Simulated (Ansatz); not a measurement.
17O NMR of the central transition in SnO under strain

Cell: a COD entry, relaxed with PBE at fixed cell and then changed (z stretched by 3 %, ions relaxed).

```
Sn O
1.0
     2.50000   -2.86000    0.00000
     2.50000    2.86000    0.00000
     0.00000    0.00000   11.45360
Sn O
4 4
Direct
  0.00001 0.99999 0.98280
  0.99999 0.00001 0.48280
  0.49987 0.50013 0.27420
  0.50013 0.49987 0.77420
  0.99999 0.49998 0.37850
  0.00001 0.50002 0.87850
  0.50002 0.00001 0.37850
  0.49998 0.99999 0.87850
```

Sites (sets of like atoms) are named by element and the number of their first atom in this list.

Method: Kohn–Sham DFT in Ansatz, PBE, plane waves and PAW, scalar-relativistic, 420 eV cutoff, Γ-centred 8×8×3 k-points, Fermi–Dirac smearing 0.02 eV.

17O has I = 5/2 and Q = -25.58 mb (Pyykkö 2018); at 21.1 T its Larmor frequency is ν₀ = 121.8 MHz. Only the quadrupole interaction is simulated: positions count from each site's isotropic chemical shift, and J coupling is left out, as are shift anisotropy and dipolar coupling, which fast spinning averages.

Simulated pattern of one O site (fast magic-angle spinning, Gaussian broadening 0.03 kHz):

| offset (kHz) | height |
| --- | --- |
| -1.302 | 0 |
| -1.268 | 0 |
| -1.234 | 5 |
| -1.200 | 8 |
| -1.167 | 8 |
| -1.133 | 9 |
| -1.099 | 9 |
| -1.065 | 9 |
| -1.031 | 9 |
| -0.998 | 10 |
| -0.964 | 11 |
| -0.930 | 24 |
| -0.896 | 33 |
| -0.862 | 36 |
| -0.829 | 39 |
| -0.795 | 42 |
| -0.761 | 48 |
| -0.727 | 60 |
| -0.693 | 100 |
| -0.660 | 93 |
| -0.626 | 75 |
| -0.592 | 68 |
| -0.558 | 66 |
| -0.524 | 65 |
| -0.491 | 65 |
| -0.457 | 67 |
| -0.423 | 71 |
| -0.389 | 79 |
| -0.355 | 100 |
| -0.322 | 94 |
| -0.288 | 74 |
| -0.254 | 65 |
| -0.220 | 59 |
| -0.186 | 54 |
| -0.153 | 51 |
| -0.119 | 48 |
| -0.085 | 43 |
| -0.051 | 13 |
| -0.017 | 0 |
| 0.016 | 0 |

**Question.** Which |C_Q| and η does the pattern imply?

**Answer.** The pattern spans 1.18 kHz before broadening and its centre of gravity is at -0.508 kHz, which fixes P_Q; the places of the horns and steps fix η. That gives P_Q = 3.21 MHz, |C_Q| = 3.13 MHz and η = 0.41. The sign of C_Q can't be read from the pattern.

Without spin–orbit coupling (the program notes it for Sn) the gradients can shift somewhat, as the gap is small. The database positions were far from equilibrium, so the relaxed structure may not be the compound's real one.

The relaxation (4 steps) took 48 s of wall time (45 s of CPU time) and 0.61 GiB at its peak, on 1 thread of Intel Xeon 6975P-C (Granite Rapids) (x86_64; 16 cores open to the job, memory cap 3.0 GiB, no GPU), a shared host with a load of 0.5 a core.
